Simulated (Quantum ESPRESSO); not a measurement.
Input of a Quantum ESPRESSO 7.5 run:

run.py

```python
import numpy as np
from ase.calculators.espresso import Espresso, EspressoProfile
from ase.io import read

atoms = read('POSCAR')

input_data = {
    'control': {'calculation': 'scf', 'prefix': 'pwscf', 'outdir': './tmp', 'tprnfor': True, 'tstress': True, 'disk_io': 'nowf'},
    'system': {'ecutwfc': 45.0, 'ecutrho': 360.0, 'nbnd': 26, 'occupations': 'smearing', 'smearing': 'fd', 'degauss': 0.00367493},
    'electrons': {'conv_thr': 6e-10, 'electron_maxstep': 120, 'mixing_beta': 0.5},
}
pseudopotentials = {'Ti': 'ti_pbesol_v1.4.uspp.F.UPF'}
profile = EspressoProfile(command='mpirun -n 2 pw.x -nk 2', pseudo_dir='pseudo')
dft = Espresso(profile=profile, input_data=input_data, pseudopotentials=pseudopotentials, kpts=(7, 7, 9), koffset=(0, 0, 0))
atoms.calc = dft

print(f'energy {atoms.get_potential_energy():.8f} eV')
print('forces (eV/A)')
print(np.round(atoms.get_forces(), 6))
print('stress (eV/A^3, Voigt)')
print(np.round(atoms.get_stress(), 8))
print(f'Fermi level {dft.get_fermi_level():.4f} eV')
```

POSCAR

```
Ti
1.0
    4.5673748306      0.0000000000      0.0000000000
   -2.2836874153      3.9554626319      0.0000000000
    0.0000000000      0.0000000000      2.8262442700
Ti
3
Direct
    0.6666666667      0.3333333333      0.5000000000
    0.3333333333      0.6666666667      0.5000000000
    0.0000000000      0.0000000000      0.0000000000
```

Potentials or basis: GBRV 1.5 PBEsol.

Run with:

```console
$ OMP_NUM_THREADS=1 python run.py
```

(1) What does it give for the pressure?

(2) Estimate the band gap on the k mesh.

## Answers

(1) -3.8 GPa.

(2) none (metal or under the smearing width).
